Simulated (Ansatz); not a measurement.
**Cobalt, fcc: HSE06 at the PBE geometry**

How do the levels and moments change when part of the exchange is made exact, and what does it cost? The geometry was relaxed under PBE beforehand and is kept. Exact exchange is dear, so the k-mesh is coarse, and PBE is run on the same mesh for comparison.

Computed with Ansatz 0.2.0 (DFT, plane waves (420 eV) with PBE-made PAW files, scalar-relativistic; functionals as named at each step, unless a step says otherwise).

## (1) Starting point

It takes space group Fm-3m (No. 225, cubic). Conventional cell: a = 3.522 Å, b = 3.522 Å, c = 3.522 Å, α = 90.00°, β = 90.00°, γ = 90.00°. Co (site symmetry m-3m) is surrounded by 12 Co at 2.49 Å.

Coordinates:

```
Co
1.0
     0.00000    1.76107    1.76107
     1.76107    0.00000    1.76107
     1.76107    1.76107    0.00000
Co
1
Direct
  0.00000 0.00000 0.00000
```

The atoms start with moments of +1.72 μB.

## (2) PBE, coarse mesh

The run with PBE.

Input file input.yaml:

```yaml
crystal:
  lattice:
    - [0.0, 1.7610718056, 1.7610718056]
    - [1.7610718056, 0.0, 1.7610718056]
    - [1.7610718056, 1.7610718056, 0.0]
  atoms:
    - { symbol: Co, position: [0.0, 0.0, 0.0], spin: 1.717 }
hamiltonian:
  xc: pbe
  pseudopotentials:
    kind: paw
    azcp:
      Co: "pseudopotentials/Co.paw.azcp"
basis:
  ecutwfc: 420
  fft_grid_basis: typed
kpoints:
  mp_grid: { grid: [8, 8, 8], shift: [0, 0, 0] }
magnetization:
  spin_polarized: true
scf:
  occupations: { method: fermi_dirac, width: 0.1 }
output:
  write_density: true
  write_potential: true
  elf: true
  volumetric_format: npy
```

Run with:

```sh
> ansatz run input.yaml --threads 4 --pin off --max-ram 8192MiB --backend cpu --events-out ev --progress --plain --runs-dir out
```

## (3) HSE06, coarse mesh

The run with HSE06.

Edit input.yaml of step 2 so:

```diff
@@ -8,3 +8,3 @@
 hamiltonian:
-  xc: pbe
+  xc: hse06
   pseudopotentials:
@@ -22,6 +22 @@
   occupations: { method: fermi_dirac, width: 0.1 }
-output:
-  write_density: true
-  write_potential: true
-  elf: true
-  volumetric_format: npy
```

(Steps that only read results are left out.)

**Question.** What will these runs give? Wanted: PBE: gap; PBE: magnetic state; HSE06: gap; HSE06: magnetic state.

**Answer**, as computed:

| quantity | value |
| --- | --- |
| PBE: gap | none (levels filled in part) |
| PBE: magnetic state | ferromagnetic, up to 1.76 μB per atom |
| HSE06: gap | none (levels filled in part) |
| HSE06: magnetic state | ferromagnetic, up to 1.90 μB per atom |
| HSE06: SCF cycles, exchange loops | 30, 3 |
| HSE06: CPU time over that of PBE | 6.8 |

What this shows: Both PBE and HSE06 leave levels filled in part. Moments change from 1.76 μB to 1.90 μB at most; exact exchange favours larger moments in itinerant magnets. The hybrid took 6.8 times as much CPU time as PBE on the same settings. The exchange operator of HSE06 was renewed in 3 outer loops. The total energies in the logs cannot be compared from one functional to another.
